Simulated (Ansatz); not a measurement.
Level of theory: Ansatz, DFT PBE, scalar-relativistic, plane waves, PAW. Settings: cutoff 420 eV, Γ-centred meshes spaced at most about 0.3 Å⁻¹ (2π included), Gaussian smearing. No spin polarisation in the final relaxations.

All energies are static (0 K, no zero-point motion).

Compare these two cells of LiCl, each relaxed at this level.

A.

```xyz
12
Lattice="3.6638 0.0000 0.0000 0.0000 10.6140 0.0000 0.0000 0.0000 6.4696" Properties=species:S:1:pos:R:3 pbc="T T T"
Li    1.8319    9.4830    0.5757
Li    1.8319    6.4227    5.9390
Li    0.0000    7.9142    2.9138
Li    1.8319    1.1310    3.8105
Li    1.8319    4.1912    2.7042
Li    0.0000    2.6997    6.1486
Cl    1.8319    6.3381    3.5939
Cl    1.8319    9.6331    2.8980
Cl    0.0000    7.8686    0.2532
Cl    1.8319    4.2759    0.3591
Cl    1.8319    0.9809    6.1328
Cl    0.0000    2.7454    3.4880
```

B.

```xyz
12
Lattice="6.4431 0.0000 0.0000 0.0000 10.6303 0.0000 0.0000 0.0000 3.6592" Properties=species:S:1:pos:R:3 pbc="T T T"
Li    3.7707    6.8361    1.8296
Li    2.6725    3.7942    1.8296
Li    0.0000    5.3151    0.0000
Li    0.5491    9.1093    1.8296
Li    5.8940    1.5210    1.8296
Li    3.2216    0.0000    0.0000
Cl    0.3331    3.6655    1.8296
Cl    6.1100    6.9648    1.8296
Cl    3.2216    5.3151    0.0000
Cl    3.5547    1.6497    1.8296
Cl    2.8884    8.9806    1.8296
Cl    0.0000    0.0000    0.0000
```

Question: Which form is favoured at zero pressure, and by what margin per atom?

Answer: They are level within the accuracy (2 meV/atom apart, with A the lower in these runs). A has space group Pmc2_1 (No. 26), 21.0 Å³/atom and a gap of 5.42 eV on its mesh; B has space group Pbam (No. 55), 20.9 Å³/atom and a gap of 5.48 eV. Counting Cl atoms around Li (those within 1.25 times the shortest such distance or 1.15 times the sum of covalent radii; a slash parts the counts of unlike sites), A has Li 4/5 and B has Li 4. In A, Li on its first site is surrounded by 4 Cl at 2.30–2.46 Å; Li on its second site has 4 Cl at 2.32–2.46 Å; around Cl on its first site lie 2 Li at 2.32–2.35 Å and 2 Li at 2.51 Å; 3 more sites not described. In B, Li on a site of symmetry m has 4 Cl at 2.32–2.44 Å; Li on a site of symmetry 2/m is surrounded by 4 Cl at 2.49 Å; around Cl on a site of symmetry m lie 2 Li at 2.32–2.34 Å and 2 Li at 2.49 Å; 1 more site not described. Both come from invented guesses. The part of the Crystallography Open Database at hand lists LiCl in space group No. 225, which no cell shown has.

Kohn–Sham gaps at this level usually fall short of measured ones. Cells relaxed within their symmetry can be saddle points. The Pmc2_1 cell of LiCl came from shaking the Pbam one.
